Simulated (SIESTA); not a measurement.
Crystal: TiB2.

```
Ti B
1.0
     3.02920    0.00000    0.00000
    -1.51460    2.62336    0.00000
     0.00000    0.00000    3.22840
Ti B
1 2
Direct
  0.00000 0.00000 0.00000
  0.66667 0.33333 0.50000
  0.33333 0.66667 0.50000
```

Base run:

- Program: SIESTA 5.4.2
- Functional: optB88-vdW
- Potentials or basis: PseudoDojo 0.4 standard (PBE files)
- Basis: DZP (energy shift 0.003 Ry; two zetas on semicore shells)
- Grid cutoff: 800 Ry
- Energy shift: 0.003 Ry
- k mesh: 10 × 10 × 8
- Occupations: fermi-dirac, width 0.05 eV
- Spin: no spin polarisation

Its results: band gap on the k mesh none (metal or under the smearing width); pressure 4.2 GPa.

Q: The run is repeated on the same cell with these changes: functional from optB88-vdW to vdW-DF. What comes out?

A: Band gap on the k mesh none (metal or under the smearing width); pressure 9.0 GPa.

Caveats: the potentials were made for another functional, which shifts forces and pressure; the basis of atomic orbitals isn't converged, which shifts pressures, moduli and gaps.
